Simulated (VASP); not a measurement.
# Sn (Fd-3m) in VASP: further runs

The runs below take Sn through relaxation of cell and atoms, with PBE.

All numbers are computed with VASP 6.6.1; they aren't measurements. Logs are shortened: lines on timing, memory, paths and dates and some standing lists are left out, and cuts for length are marked.

## Step 1: Starting point

Symmetry: Fd-3m, No. 227, cubic system. The conventional cell has a = 6.467 Å, b = 6.467 Å, c = 6.467 Å, α = 90.00°, β = 90.00°, γ = 90.00°. Around Sn (site symmetry -43m) lie 4 Sn at 2.80 Å.

This isn't the form of Sn at room conditions, which is tetragonal (white tin).

## Step 2: Relaxation of cell and atoms, PBE

The input, INCAR:

```
SYSTEM = Sn
ALGO = Normal ; EDIFF = 1E-7
EDIFFG = -0.002 ; ENCUT = 520
GGA = PE ; IBRION = 2
ISIF = 3 ; ISMEAR = 0
LASPH = .True. ; LCHARG = .False.
LREAL = .False. ; LWAVE = .False.
NELM = 100 ; NSW = 80
PREC = Accurate ; SIGMA = 0.02
```

The input, KPOINTS:

```
k-points
0
Gamma
  12 12 12
  0 0 0
```

The input, POSCAR:

```
Sn
1.0
    0.0000000000      3.2333428000      3.2333428000
    3.2333428000      0.0000000000      3.2333428000
    3.2333428000      3.2333428000      0.0000000000
Sn
2
Direct
    0.0000000000      0.0000000000      0.0000000000
    0.2500000000      0.2500000000      0.2500000000
```

Potentials or basis: VASP PAW PBE potentials, release 64 (Sn_d).

Run with:

```console
cat potpaw_PBE.64/Sn_d/POTCAR > POTCAR
mpirun -np 1 vasp_std > vasp.out
```

OUTCAR:

```text
SYSTEM = Sn
   EDIFF = 1E-7
   EDIFFG = -0.002
   ENCUT = 520
   GGA = PE
   IBRION = 2
   ISIF = 3
   ISMEAR = 0
   LASPH = .True.
   LREAL = .False.
   NELM = 100
   NSW = 80
   PREC = Accurate

 ion  position               nearest neighbor table
   1  0.000  0.000  0.000-   2 2.80   2 2.80   2 2.80   2 2.80
   2  0.250  0.250  0.250-   1 2.80   1 2.80   1 2.80   1 2.80

  LATTYP: Found a face centered cubic cell.
 ALAT       =     6.4666856000

  Lattice vectors:

 A1 = (   0.0000000000,   3.2333428000,   3.2333428000)
 A2 = (   3.2333428000,   0.0000000000,   3.2333428000)
 A3 = (   3.2333428000,   3.2333428000,   0.0000000000)

Analysis of symmetry for initial positions (statically):
=====================================================================
 Subroutine PRICEL returns:
 Original cell was already a primitive cell.

 Routine SETGRP: Setting up the symmetry group for a
 face centered cubic supercell.

 Subroutine GETGRP returns: Found 48 space group operations
 (whereof 24 operations were pure point group operations)
 out of a pool of 48 trial point group operations.

The static configuration has the point symmetry T_d .
 The point group associated with its full space group is O_h .

Analysis of symmetry for dynamics (positions and initial velocities):
=====================================================================
 Subroutine PRICEL returns:
 Original cell was already a primitive cell.

 Routine SETGRP: Setting up the symmetry group for a
 face centered cubic supercell.

 Subroutine GETGRP returns: Found 48 space group operations
 (whereof 24 operations were pure point group operations)
 out of a pool of 48 trial point group operations.

The dynamic configuration has the point symmetry T_d .
 The point group associated with its full space group is O_h .

 Subroutine INISYM returns: Found 48 space group operations
 (whereof 24 operations are pure point group operations),
 and found     1 'primitive' translations

----------------------------------------------------------------------------------------

                                     Primitive cell

  volume of cell :      67.6060

  direct lattice vectors                    reciprocal lattice vectors
     0.000000000  3.233342800  3.233342800    -0.154638723  0.154638723  0.154638723
     3.233342800  0.000000000  3.233342800     0.154638723 -0.154638723  0.154638723
     3.233342800  3.233342800  0.000000000     0.154638723  0.154638723 -0.154638723

  length of vectors
     4.572637240  4.572637240  4.572637240     0.267842124  0.267842124  0.267842124

  position of ions in fractional coordinates (direct lattice)
     0.000000000  0.000000000  0.000000000
     0.250000000  0.250000000  0.250000000

  ion indices of the primitive-cell ions
   primitive index   ion index
                 1           1
                 2           2

----------------------------------------------------------------------------------------

 KPOINTS: k-points

Automatic generation of k-mesh.
 Grid dimensions read from file:
 generate k-points for:   12   12   12

 Generating k-lattice:

  Cartesian coordinates                     Fractional coordinates (reciprocal lattice)
    -0.012886560  0.012886560  0.012886560     0.083333333  0.000000000  0.000000000
     0.012886560 -0.012886560  0.012886560     0.000000000  0.083333333  0.000000000
     0.012886560  0.012886560 -0.012886560     0.000000000  0.000000000  0.083333333

  Length of vectors
     0.022320177  0.022320177  0.022320177

  Shift w.r.t. Gamma in fractional coordinates (k-lattice)
     0.000000000  0.000000000  0.000000000

 Subroutine IBZKPT returns following result:
 ===========================================

 Found     72 irreducible k-points:

 Following reciprocal coordinates:
            Coordinates               Weight
  0.000000  0.000000  0.000000      1.000000
  0.083333  0.000000  0.000000      8.000000
  0.166667  0.000000  0.000000      8.000000
  0.250000  0.000000  0.000000      8.000000
  0.333333  0.000000  0.000000      8.000000
  0.416667  0.000000  0.000000      8.000000
[... 16 lines left out ...]
  0.500000  0.166667  0.000000     24.000000
 -0.416667  0.166667  0.000000     24.000000
 [... further k-points ...]
   k-points           NKPTS =     72   k-points in BZ     NKDIM =     72   number of bands    NBANDS=     18
   number of dos      NEDOS =    301   number of ions     NIONS =      2
   total plane-waves  NPLWV =  46656
   dimension x,y,z NGX =    36 NGY =   36 NGZ =   36
   dimension x,y,z NGXF=    72 NGYF=   72 NGZF=   72
   ions per type =               2
   NGX,Y,Z   is equivalent  to a cutoff of  13.09, 13.09, 13.09 a.u.
   NGXF,Y,Z  is equivalent  to a cutoff of  26.18, 26.18, 26.18 a.u.
 SYSTEM =  Sn
   PREC   = accura    normal or accurate (medium, high low for compatibility)
   ISTART =      0    job   : 0-new  1-cont  2-samecut
   ICHARG =      2    charge: 1-file 2-atom 10-const
   ISPIN  =      1    spin polarized calculation?
   LNONCOLLINEAR =      F non collinear calculations
   LSORBIT =      F    spin-orbit coupling
   LASPH  =      T    aspherical Exc in radial PAW
   ENCUT  =  520.0 eV  38.22 Ry    6.18 a.u.   8.50  8.50  8.50*2*pi/ulx,y,z
   NELM   =    100;   NELMIN=  2; NELMDL= -5     # of ELM steps
   EDIFF  = 0.1E-06   stopping-criterion for ELM
   LREAL  =      F    real-space projection
   EDIFFG = -.2E-02   stopping-criterion for IOM
   NSW    =     80    number of steps for IOM
   IBRION =      2    ionic relax: 0-MD 1-quasi-New 2-CG
   NFREE  =      1    steps in history (QN), initial steepest desc. (CG)
   ISIF   =      3    stress and relaxation
   ISYM   =      2    0-nonsym 1-usesym 2-fastsym
   POTIM  = 0.5000    time-step for ionic-motion
   TEBEG  =    0.0;   TEEND  =   0.0 temperature during run
   PSTRESS=    0.0 pullay stress
   NELECT =      28.0000    total number of electrons
   NUPDOWN=      -1.0000    fix difference up-down
   EMIN   =  10.00;   EMAX   =-10.00  energy-range for DOS
   EFERMI =   0.00;   METHOD = LEGACY
   ISMEAR =     0;   SIGMA  =   0.02  broadening in eV -4-tet -1-fermi 0-gaus
   EFERMI_NEDOS =   21; number of points for ismear=-14 and -15
   IALGO  =     38    algorithm
   IMIX   =      4    mixing-type and parameters
     AMIX     =   0.40;   BMIX     =  1.00
     AMIX_MAG =   1.60;   BMIX_MAG =  1.00
  volume/ion in A,a.u.               =      33.80       228.11
  Fermi-wavevector in a.u.,A,eV,Ry     =   1.220298  2.306028 20.260793  1.489126
  Thomas-Fermi vector in A             =   2.355520
   LORBIT       =      0    0 simple, 1 ext, 2 COOP (PROOUT), +10 PAW based schemes
   GGA     = PE    functional components
   LHFCALC =     F    Hartree Fock is set to
   AEXX    =    0.0000 exact exchange contribution
   IVDW    =     0    specifies the selected vdW correction
   LEPSILON=     F    determine dielectric tensor
   LRPA    =     F    only Hartree local field effects (RPA)
 conjugate gradient relaxation of ions
 non-spin polarized calculation
 Gauss-broadening in eV      SIGMA  =   0.02
  energy-cutoff  :      520.00
  volume of cell :       67.61
 maximum number of plane-waves:      1853
 NGX is ok and might be reduce to    36
   NGX = 17   NGY = 17   NGZ = 17

--------------------------------------- Ionic step        1  -------------------------------------------

 number of electron      28.0000008 magnetization

 Free energy of the ion-electron system (eV)
  ---------------------------------------------------
  ext. energy  EPLUGINS =         0.00000000
  ---------------------------------------------------
  free energy    TOTEN  =        -7.62671915 eV

  energy without entropy =       -7.62669261  energy(sigma->0) =       -7.62670588

 E-fermi :   5.7695     XC(G=0):  -8.9218

 val. band max:        5.6972675562   @ k =   0.0833   0.0000   0.0000
 cond. band min:       5.7695558615   @ k =   0.5000   0.0000   0.0000
 fundamental gap:      0.0722883052
 Fermi energy:         5.7694882222

 k-point     1 :       0.0000    0.0000    0.0000
  band No.  band energies     occupation
      1     -15.9509      2.00000
      2     -15.9509      2.00000
      3     -15.9509      2.00000
      4     -15.8898      2.00000
      5     -15.8898      2.00000
      6     -15.5721      2.00000
[... 10 lines left out ...]
     17       7.9167      0.00000
     18       7.9167      0.00000

 k-point     2 :       0.0833    0.0000    0.0000
  band No.  band energies     occupation
      1     -15.9567      2.00000
      2     -15.9567      2.00000
      3     -15.9492      2.00000
      4     -15.8820      2.00000
      5     -15.8820      2.00000
      6     -15.5856      2.00000
[... 10 lines left out ...]
     17       8.1008      0.00000
     18       8.2238      0.00000

 k-point     3 :       0.1667    0.0000    0.0000
  band No.  band energies     occupation
      1     -15.9676      2.00000
      2     -15.9676      2.00000
      3     -15.9444      2.00000
      4     -15.8655      2.00000
      5     -15.8655      2.00000
      6     -15.6025      2.00000
[... 566 lines left out ...]
  FORCE on cell =-STRESS in cart. coord.  units (eV):
  Direction    XX          YY          ZZ          XY          YZ          ZX
  --------------------------------------------------------------------------------------
  -------------------------------------------------------------------------------------
  Total       -0.0164714     -0.0164714     -0.0164714     -0.0000000      0.0000000     -0.0000000
  in kB       -0.3580394     -0.3580394     -0.3580394     -0.0000000      0.0000000     -0.0000000
  external PRESSURE =      -0.3580394 kB  Pullay stress =       0.0000000 kB

 VOLUME and BASIS-vectors are now :
 -----------------------------------------------------------------------------
  energy-cutoff  :      520.00
  volume of cell :       73.71
      direct lattice vectors                 reciprocal lattice vectors
     0.000000000  3.327819400  3.327819400    -0.150248538  0.150248538  0.150248538
     3.327819400  0.000000000  3.327819400     0.150248538 -0.150248538  0.150248538
     3.327819400  3.327819400  0.000000000     0.150248538  0.150248538 -0.150248538

 POSITION                                       TOTAL-FORCE (eV/Angst)
 -----------------------------------------------------------------------------------
      3.32782      3.32782      0.00000        -0.000000     -0.000000     -0.000000
      1.66391      1.66391      1.66391         0.000000      0.000000      0.000000
 -----------------------------------------------------------------------------------
    total drift:                                0.000000      0.000000      0.000000

  FREE ENERGIE OF THE ION-ELECTRON SYSTEM (eV)
  ---------------------------------------------------
  free  energy   TOTEN  =        -7.6906867699 eV

  energy  without entropy=       -7.6905273645  energy(sigma->0) =       -7.69060707

--------------------------------------- Ionic step        5  -------------------------------------------

 number of electron      28.0000007 magnetization

 Free energy of the ion-electron system (eV)
  ---------------------------------------------------
  ext. energy  EPLUGINS =         0.00000000
  ---------------------------------------------------
  free energy    TOTEN  =        -7.69069891 eV

  energy without entropy =       -7.69053941  energy(sigma->0) =       -7.69061916

 E-fermi :   4.8439     XC(G=0):  -8.5536

 val. band max:        4.8429332299   @ k =   0.0833   0.0000   0.0000
 cond. band min:       4.9045421298   @ k =   0.3333   0.0000   0.0000
 fundamental gap:      0.0616088999
 Fermi energy:         4.8438590165

 k-point     1 :       0.0000    0.0000    0.0000
  band No.  band energies     occupation
      1     -16.6723      2.00000
      2     -16.6723      2.00000
      3     -16.6723      2.00000
      4     -16.6223      2.00000
      5     -16.6223      2.00000
      6     -16.3695      2.00000
[... 10 lines left out ...]
     17       7.0291      0.00000
     18       7.0291      0.00000

 k-point     2 :       0.0833    0.0000    0.0000
  band No.  band energies     occupation
      1     -16.6767      2.00000
      2     -16.6767      2.00000
      3     -16.6708      2.00000
      4     -16.6163      2.00000
      5     -16.6163      2.00000
      6     -16.3830      2.00000
[... 10 lines left out ...]
     17       7.1925      0.00000
     18       7.2711      0.00000

 k-point     3 :       0.1667    0.0000    0.0000
  band No.  band energies     occupation
      1     -16.6853      2.00000
      2     -16.6853      2.00000
      3     -16.6668      2.00000
      4     -16.6035      2.00000
      5     -16.6035      2.00000
      6     -16.3969      2.00000
[... 458 lines left out ...]
  FORCE on cell =-STRESS in cart. coord.  units (eV):
  Direction    XX          YY          ZZ          XY          YZ          ZX
  --------------------------------------------------------------------------------------
  -------------------------------------------------------------------------------------
  Total        0.0002940      0.0002940      0.0002940      0.0000000      0.0000000      0.0000000
  in kB        0.0063990      0.0063990      0.0063990      0.0000000      0.0000000      0.0000000
  external PRESSURE =       0.0063990 kB  Pullay stress =       0.0000000 kB

 VOLUME and BASIS-vectors are now :
 -----------------------------------------------------------------------------
  energy-cutoff  :      520.00
  volume of cell :       73.62
      direct lattice vectors                 reciprocal lattice vectors
     0.000000000  3.326557300  3.326557300    -0.150305543  0.150305543  0.150305543
     3.326557300  0.000000000  3.326557300     0.150305543 -0.150305543  0.150305543
     3.326557300  3.326557300 -0.000000000     0.150305543  0.150305543 -0.150305543

 POSITION                                       TOTAL-FORCE (eV/Angst)
 -----------------------------------------------------------------------------------
      3.32656      0.00000      3.32656        -0.000000      0.000000     -0.000000
      1.66328      1.66328      1.66328         0.000000     -0.000000      0.000000
 -----------------------------------------------------------------------------------
    total drift:                                0.000000      0.000000      0.000000

  FREE ENERGIE OF THE ION-ELECTRON SYSTEM (eV)
  ---------------------------------------------------
  free  energy   TOTEN  =        -7.6906989055 eV

  energy  without entropy=       -7.6905394092  energy(sigma->0) =       -7.69061916

 reached required accuracy - stopping structural energy minimisation
```

It took 4 min on 1 thread of Intel Xeon Platinum 8488C (Sapphire Rapids), shared host; peak memory 0.25 GiB.

Results:

```
Free energy                            : -7.6907 eV
Relaxed volume                         : 36.81 Å³/atom
Relaxed cell                           : a = 4.704 Å, b = 4.704 Å, c = 4.704 Å, α = 60.00°, β = 60.00°, γ = 60.00°
Space group after relaxing (to 0.05 Å) : Fd-3m (No. 227)
Energy gained by relaxing              : 32.0 meV/atom
Ionic steps                            : 5
Pressure after relaxing                : 0.0 GPa
Band gap on the k mesh                 : none (metal or under the smearing width)
```

The path:
| step | energy change (eV) | largest force (eV/Å) | pressure (GPa) | volume (Å³) |
| --- | --- | --- | --- | --- |
| 1 | 0.0000 | 0.0000 | 3.71 | 67.61 |
| 2 | -0.0585 | 0.0000 | -0.87 | 75.57 |
| 3 | -0.0640 | 0.0000 | 0.02 | 73.58 |
| 4 | -0.0640 | 0.0000 | -0.04 | 73.71 |
| 5 | -0.0640 | 0.0000 | 0.00 | 73.62 |

Final structure:
```
Sn
1.0
     0.00000    3.32656    3.32656
     3.32656    0.00000    3.32656
     3.32656    3.32656    0.00000
Sn
2
Cartesian
  3.3266 0.0000 3.3266
  1.6633 1.6633 1.6633
```

Levels at points of the mesh, in eV from the Fermi level:
```
           k point  band 11  band 12  band 13  band 14  band 15  band 16  band 17  band 18
(0.00, 0.00, 0.00)   -10.09    -1.11     0.12     0.12     0.12     2.19     2.19     2.19
(0.50, 0.00, 0.00)    -8.61    -6.00    -0.97    -0.97    -0.11     3.23     3.23     5.72
(0.50, 0.50, 0.00)    -7.23    -7.23    -2.19    -2.19     0.94     0.94     7.29     7.29
```

PBE usually gives volumes a little too large and moduli too small. Zero-point motion and thermal expansion aren't in these numbers.

## Step 3: Relaxation of cell and atoms, PBE

This run uses another cell than the first one, of 36.81 Å³/atom, 1.089 times its volume.

INCAR is that of step 2.

KPOINTS is that of step 2.

The input, POSCAR:

```
Sn                                      
1.0
    0.0000000000      3.3265573005      3.3265573005
    3.3265573005      0.0000000000      3.3265573005
    3.3265573005      3.3265573005     -0.0000000000
  Sn            
     2
Direct
     0.0000000000000000    1.0000000000000000    0.0000000000000000
     0.2500000000000000    0.2500000000000000    0.2500000000000000
```

Potentials or basis: VASP PAW PBE potentials, release 64 (Sn_d).

Run with:

```console
cat potpaw_PBE.64/Sn_d/POTCAR > POTCAR
mpirun -np 1 vasp_std > vasp.out
```

It took 87 s on 1 thread of Intel Xeon Platinum 8488C (Sapphire Rapids), shared host; peak memory 0.25 GiB.

The run converged. Its results:

| Quantity | Value |
| --- | --- |
| Free energy | -7.6924 eV |
| Relaxed volume | 36.80 Å³/atom |
| Relaxed cell | a = 4.704 Å, b = 4.704 Å, c = 4.704 Å, α = 60.00°, β = 60.00°, γ = 60.00° |
| Space group after relaxing (to 0.05 Å) | Fd-3m (No. 227) |
| Energy gained by relaxing | 0.0 meV/atom |
| Ionic steps | 2 |
| Pressure after relaxing | 0.0 GPa |
| Band gap on the k mesh | none (metal or under the smearing width) |

Final structure:
```
Sn
1.0
     0.00000    3.32610    3.32610
     3.32610    0.00000    3.32610
     3.32610    3.32610    0.00000
Sn
2
Direct
  0.00000 0.00000 0.00000
  0.25000 0.25000 0.25000
```

Levels at points of the mesh, in eV from the Fermi level:
| k point | band 10 | band 11 | band 12 | band 13 | band 14 | band 15 | band 16 | band 17 | band 18 |
| --- | --- | --- | --- | --- | --- | --- | --- | --- | --- |
| (0.00, 0.00, 0.00) | -21.21 | -10.09 | -1.10 | 0.12 | 0.12 | 0.12 | 2.19 | 2.19 | 2.19 |
| (0.50, 0.00, 0.00) | -21.17 | -8.61 | -6.00 | -0.97 | -0.97 | -0.10 | 3.24 | 3.24 | 5.72 |
| (0.50, 0.50, 0.00) | -21.15 | -7.24 | -7.24 | -2.19 | -2.19 | 0.94 | 0.94 | 7.30 | 7.30 |
